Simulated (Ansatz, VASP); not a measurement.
# Si in VASP and in Ansatz

```
CELL_PARAMETERS angstrom
0.00000 2.69724 2.69724
2.69724 0.00000 2.69724
2.69724 2.69724 0.00000
ATOMIC_POSITIONS crystal
Si 0.50000 0.50000 0.50000
Si 0.75000 0.75000 0.75000
```

Change from the starting cell: volume scaled by 0.98.

Alike in both runs: task single point; functional LDA; k mesh 11 × 11 × 11; occupations fermi-dirac, width 0.08 eV; no spin polarisation.

```csv
,VASP,Ansatz
version,VASP 6.6.1,Ansatz 0.2.0
potentials or method,"VASP PAW LDA potentials, release 64 (Si), cutoff 520 eV","all-electron LAPW, scalar-relativistic"
```

VASP gave:

| Property | Result |
| --- | --- |
| pressure (GPa) | 0.4 |

Question: What did Ansatz give for the same quantities?

Answer: Pressure (GPa): 0.3.

Ansatz ran all-electron here, so the differences hold the error of VASP's frozen core and of both bases.
